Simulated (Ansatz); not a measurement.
## ZrSi$_{2}$ under pressure: fit and missing row

ZrSi$_{2}$, Cmcm, a = 3.674 Å, b = 14.566 Å, c = 3.657 Å. The structure is a COD entry; whether it is the stable form wasn't checked. Ansatz: PBEsol, PAW, 420 eV, Γ-centred 10×10×10 mesh on 6 atoms, Gaussian smearing 0.10 eV; no spin polarisation. Cell and atoms are relaxed at each pressure, and no other structure is tried, so the rows at high pressure may lie past a change of phase.

```
V (Å³/atom) P (GPa)
     11.532    89.99
     12.864    49.97
     14.144    24.99
     15.090    11.98
     15.850     4.00
     16.189     0.99
     16.309    -0.01
          ?    -0.99
```

Take V0 = 16.309 Å³/atom, count pressures from its P0 = -0.01 GPa, fit the third-order Birch–Murnaghan form to the other rows, and predict the missing volume.

With the Eulerian strain f = ½[(V0/V)^(2/3) − 1] and y = (P − P0)/[3f(1 + 2f)^(5/2)], the form is the line y = B0 + 1.5 B0 (B0′ − 4) f. Rows (f, y): 0.12997, 129.5; 0.08569, 130.9; 0.04980, 132.0; 0.02658, 132.1; 0.00961, 132.6; 0.00247, 133.3. Means f = 0.05069, y = 131.73; Σ(Δf)² = 0.01211, ΣΔfΔy = -0.3265; the slope is their ratio. y = 133.1 − 26.97 f GPa, so B0 = 133.1 GPa and B0′ = 4 + 2 × (-26.97)/(3 × 133.1) = 3.86. P = -0.99 GPa is met at f = -0.00248 (y = 133.17), so V = V0 (1 + 2f)^(−3/2) = 16.431 Å³/atom. The run gave 16.432 Å³/atom, so the fit is 0.001 Å³/atom too low, within the rms miss on the fitted rows (0.002 Å³/atom).

The mesh isn't the same in all rows (10×10×10, 12×12×10).